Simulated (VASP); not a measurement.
**BN: single point with PBE+D3(BJ)**

Slab: BN, a slab with vacuum.

```
CELL_PARAMETERS angstrom
2.50875 0.00144 0.00000
1.25312 2.17337 0.00000
0.00000 0.00000 32.60000
ATOMIC_POSITIONS crystal
B 0.49998 0.49998 0.44694
B 0.00002 0.50002 0.55306
N 0.83345 0.83305 0.44691
N 0.66655 0.16695 0.55309
```

| Property | Result |
| --- | --- |
| Program | VASP 6.6.1 |
| Task | single point |
| Functional | PBE |
| Dispersion | D3(BJ) |
| Potentials or basis | VASP PAW PBE potentials, release 64 (B, N) |
| Cutoff | 520 eV |
| k mesh | 10 × 10 × 1 |
| Occupations | gaussian, width 0.02 eV |
| Spin | no spin polarisation |

| Property | Result |
| --- | --- |
| Largest force | 0.022 eV/Å |
| Band gap on the k mesh | 4.33 eV, indirect (least direct gap 4.66 eV) |
| Dispersion energy per atom | -0.103 eV |

Forces on the atoms (eV/Å):
```
B    0.000 -0.021 -0.002
B    0.000  0.021  0.002
N    0.000  0.000 -0.002
N    0.000  0.000  0.002
```

Levels at points of the mesh, in eV from the valence-band top:
| k point | band 5 | band 6 | band 7 | band 8 | band 9 | band 10 | band 11 | band 12 |
| --- | --- | --- | --- | --- | --- | --- | --- | --- |
| (0.00, 0.00, 0.00) | -1.36 | -1.35 | -1.34 | -1.34 | 4.76 | 5.26 | 5.81 | 6.05 |
| (0.50, 0.00, 0.00) | -4.13 | -4.13 | -1.16 | -0.66 | 4.33 | 5.23 | 9.53 | 9.89 |
| (0.50, 0.50, 0.00) | -4.13 | -4.13 | -1.16 | -0.66 | 4.33 | 5.23 | 9.53 | 9.89 |
| (0.00, 0.50, 0.00) | -4.14 | -4.12 | -0.95 | -0.90 | 4.58 | 5.03 | 9.71 | 9.72 |

It took 4.1 min on 1 thread of Intel(R) Xeon(R) Platinum 8488C (Sapphire Rapids) (shared host), peak memory 0.37 GiB.

Expect the measured gap to be larger: semilocal functionals such as PBE lack the derivative discontinuity.
